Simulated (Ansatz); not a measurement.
The system is Al.

```
Al
1.0
    -1.59122    1.59122    1.59122
     1.59122   -1.59122    1.59122
     1.59122    1.59122   -1.59122
Al
1
Direct
  0.00000 0.00000 0.00000
```

This isn't the form of Al at room conditions, which is fcc.

* Program: Ansatz 0.2.0
* Task: single point
* Functional: PBEsol
* Potentials or basis: all-electron LAPW, scalar-relativistic
* Cutoff: 148 eV (chosen from the basis error)
* Basis error allowed: 0.001 eV/atom
* k mesh: 12 × 12 × 12
* Occupations: fermi-dirac, width 0.05 eV
* Spin: no spin polarisation

On this cell: pressure 2.3 GPa; band gap on the k mesh none (metal or under the smearing width).

The same run follows on a disturbed copy (cell strained at random at fixed volume):

```
Al
1.0
    -1.69895    1.56431    1.60080
     1.63095   -1.58291    1.55140
     1.66037    1.54432   -1.61940
Al
1
Direct
  0.99931 0.01239 0.00585
```

**Question.** What changes?

**Answer.** The energy (extrapolated to zero smearing) moves by +1.4 meV/atom; pressure 2.4 GPa; band gap on the k mesh none (metal or under the smearing width).

Stress tensor (GPa, compression positive):
```
3.46 0.45 1.39
0.45 1.81 0.58
1.39 0.58 1.83
```
